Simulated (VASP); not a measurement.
# InP: convergence, cohesive energy

InP, F-43m (no. 216), 2 atoms in the cell. PBE; PAW potentials In_d, P (PBE set). VASP 6.6.1.

Wanted: cohesive energy within 0.01 eV/atom.

Starting geometry: cell relaxed first with the same functional.

The series start from Cutoff ENCUT (eV): 330; box of the atom (Å): 12; SIGMA of the atom: 0.002; k spacing (1/Å): 0.3; SIGMA of the crystal: 0.05; PREC: Accurate; LASPH: .TRUE.. Each series keeps the choices made before it, and each single choice may use up half of a tolerance. Times cover all steps of a run.

## Cutoff ENCUT (eV)

| Cutoff ENCUT (eV) | Cohesive energy (eV/atom) | Time (s) |
|---|---|---|
| 260 | 3.131 | 33 |
| 290 | 3.132 | 37 |
| 330 | 3.134 | 54 |
| 460 (reference) | 3.134 | 74 |

Chosen: 260, the loosest value from which every tighter one stays within half of the tolerance.

## Box of the atom (Å)

| Box of the atom (Å) | Cohesive energy (eV/atom) | Time (s) |
|---|---|---|
| 8 | 3.146 | 19 |
| 10 | 3.134 | 33 |
| 12 | 3.131 | 33 |
| 15 (reference) | 3.130 | 187 |

Chosen: 10.

## SIGMA of the atom

| SIGMA of the atom | Cohesive energy (eV/atom) | Time (s) |
|---|---|---|
| 0.1 | 3.141 | 50 |
| 0.05 | 3.134 | 48 |
| 0.01 | 3.134 | 33 |
| 0.002 (reference) | 3.134 | 33 |

Chosen: 0.05.

## k spacing (1/Å)

| k spacing (1/Å) | Cohesive energy (eV/atom) | Time (s) |
|---|---|---|
| 0.55 | 3.082 | 47 |
| 0.4 | 3.119 | 48 |
| 0.3 | 3.134 | 48 |
| 0.2 (reference) | 3.136 | 48 |

Chosen: 0.3.

## SIGMA of the crystal

| SIGMA of the crystal | Cohesive energy (eV/atom) | Time (s) |
|---|---|---|
| 0.2 | 3.134 | 48 |
| 0.1 | 3.134 | 48 |
| 0.05 | 3.134 | 48 |
| 0.01 (reference) | 3.134 | 48 |

Chosen: 0.2.

## PREC

| PREC | Cohesive energy (eV/atom) | Time (s) |
|---|---|---|
| Accurate | 3.134 | 48 |
| Normal | 3.134 | 28 |

Chosen: Normal, the fastest of those that stay within half of the tolerance.

## LASPH

| LASPH | Cohesive energy (eV/atom) | Time (s) |
|---|---|---|
| .TRUE. | 3.134 | 28 |
| .FALSE. | 3.133 | 17 |

Chosen: .FALSE..

## All choices together

| Input | Cohesive energy (eV/atom) | Time (s) |
|---|---|---|
| program defaults with spin kept, atom in an 8 A box (naive) | 3.110 | 4.4 |
| chosen settings | 3.133 | 17 |
| reference settings throughout | 3.135 | 315 |

The tolerance is met.

## The input

INCAR.step1:
```
SYSTEM = InP
PREC = Normal
ENCUT = 260
EDIFF = 1E-6
ISMEAR = 0
SIGMA = 0.05
LREAL = .False.
LASPH = .False.
ALGO = All
NELM = 300
LWAVE = .False.
LCHARG = .False.
GGA = PE
ISYM = 0
ISPIN = 2
MAGMOM = 1
ISEARCH = 1
LMAXMIX = 4
NBANDS = 12
```

INCAR.step2, as INCAR.step1 but for:
```
- MAGMOM = 1
- NBANDS = 12
+ MAGMOM = 3
+ NBANDS = 8
```

INCAR.step3:
```
SYSTEM = InP
PREC = Normal
ENCUT = 260
EDIFF = 1E-6
ISMEAR = 0
SIGMA = 0.2
LREAL = .False.
LASPH = .False.
ALGO = Normal
NELM = 120
LWAVE = .False.
LCHARG = .False.
GGA = PE
KPAR = 4
```

KPOINTS.step1:
```
Automatic mesh
0
Gamma
  1 1 1
  0 0 0
```

KPOINTS.step3:
```
Automatic mesh
0
Gamma
  7 7 7
  0 0 0
```

POSCAR.step1:
```
In
1.0
   10.0000000000      0.0000000000      0.0000000000
    0.0000000000     10.4000000000      0.0000000000
    0.0000000000      0.0000000000     10.8000000000
In
1
Direct
    0.5000000000      0.5000000000      0.5000000000
```

POSCAR.step2:
```
P
1.0
   10.0000000000      0.0000000000      0.0000000000
    0.0000000000     10.4000000000      0.0000000000
    0.0000000000      0.0000000000     10.8000000000
P
1
Direct
    0.5000000000      0.5000000000      0.5000000000
```

POSCAR.step3:
```
InP
1.0
    4.2114653310      0.0000000000      0.0000000000
    2.1057326655      3.6472359638      0.0000000000
    2.1057326655      1.2157453213      3.4386470434
In P
1 1
Direct
    0.0000000000      0.0000000000      0.0000000000
    0.7500000000      0.7500000000      0.7500000000
```

Commands (each step's output is kept before the next begins):
```
cat potpaw_PBE.64/In_d/POTCAR > POTCAR
cp INCAR.step1 INCAR
cp KPOINTS.step1 KPOINTS
cp POSCAR.step1 POSCAR
mpirun -np 4 vasp_gam > vasp.out
cat potpaw_PBE.64/P/POTCAR > POTCAR
rm WAVECAR CHG
cp INCAR.step2 INCAR
cp POSCAR.step2 POSCAR
mpirun -np 4 vasp_gam > vasp.out
cat potpaw_PBE.64/In_d/POTCAR potpaw_PBE.64/P/POTCAR > POTCAR
rm WAVECAR CHG
cp INCAR.step3 INCAR
cp KPOINTS.step3 KPOINTS
cp POSCAR.step3 POSCAR
mpirun -np 4 vasp_std > vasp.out
```

The chosen input took VASP 6.6.1 17 s on 4 cores (Intel Xeon 6975P-C (Granite Rapids)), a shared host.

## An input that fails: free atom kept spherical by wide smearing

It runs to its end, but against the unchanged starting input it is off by 0.053 eV/atom in the cohesive energy.

Changes against the starting input:
```
- SIGMA = 0.002
- ALGO = All
- ISYM = 0
- ISEARCH = 1
+ SIGMA = 0.5
+ ALGO = Normal
+ ISYM = 2
```
